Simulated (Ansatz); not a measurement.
**InSe under changes of volume**

One of the cells (29.237 Å³/atom); the others are scaled copies at fixed shape and fractional positions:

```
In Se
1.0
     2.00000    1.15470    8.44000
    -2.00000    1.15470    8.44000
     0.00000   -2.30940    8.44000
In Se
2 2
Direct
  0.88860 0.88860 0.88860
  0.00000 0.00000 0.00000
  0.17190 0.17190 0.17190
  0.38350 0.38350 0.38350
```

- Program: Ansatz 0.2.0
- Functional: BLYP
- Potentials or basis: Ansatz PAW
- Cutoff: 420 eV (not typed: the program's choice for these potentials)
- k mesh: 8 × 8 × 8
- Occupations: fermi-dirac, width 0.05 eV
- Spin: no spin polarisation

```csv
volume (Å³/atom),energy over the lowest point (meV/atom),pressure (GPa),gap on the mesh (eV),largest force (eV/Å)
27.483,?,?,?,?
28.068,94.75,8.4,0.49,0.742
28.652,66.77,7.0,0.43,0.568
29.237,43.77,5.7,0.37,0.436
29.822,25.27,4.5,0.32,0.352
30.406,10.82,3.4,0.27,0.273
30.991,0.00,2.5,0.23,0.198
```

**Question.** What does the run at 27.483 Å³/atom give?

**Answer.** Energy over the lowest point 128.28 meV/atom; pressure 10.0 GPa; gap on the mesh 0.56 eV; largest force 0.930 eV/Å.

Worked out: A Birch-Murnaghan fit of order 3 (a polynomial in V^(-2/3)) to the other rows has no minimum within the range. It gives 128.36 meV/atom at 27.483 Å³/atom, against the run's 128.28, and -dE/dV = 10.0 GPa, against 10.0. A straight line through the other rows of the gap, of slope -2.64 eV per unit of ln V (its deformation potential), extrapolates to 0.54 eV, against the run's 0.56.

Energies are extrapolated to zero smearing.

Caveats: spin-orbit coupling is left out, which moves the levels of the heavy elements; the PAW data sets come from PBE, with cores solved anew for the run's functional, which leaves a small shift of forces and pressure.

A mesh can miss the band edges.
